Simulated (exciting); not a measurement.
Runs of exciting (release sodium) on CaO. The structure is cubic, space group Fm-3m (No. 225). The conventional cell has a = 4.807 Å, b = 4.807 Å, c = 4.807 Å, α = 90.00°, β = 90.00°, γ = 90.00°. Ca (site symmetry m-3m) is surrounded by 6 O at 2.40 Å. O (site symmetry m-3m) has 6 Ca at 2.40 Å as nearest neighbours. The cell is a database's computed one.

```csv
task,level,smearing,outputlevel,gap on the mesh (eV)
band structure,PBEsol,fermi-dirac 0.05 eV,normal,(a)
band structure,PBE,fermi-dirac 0.05 eV,normal,3.66
single point,PBE,gaussian 0.011 eV,low,3.66
band structure,LDA,fermi-dirac 0.05 eV,low,3.48
```

Alike in all rows: potentials or basis all-electron LAPW+lo, shipped species files, valence relativity iora*; no spin polarisation; cell as given; k mesh 10 × 10 × 10; rgkmax 7.5.

Task: Fill in the values left out.

Result: (a) 3.56.

A k mesh can miss the band edges.
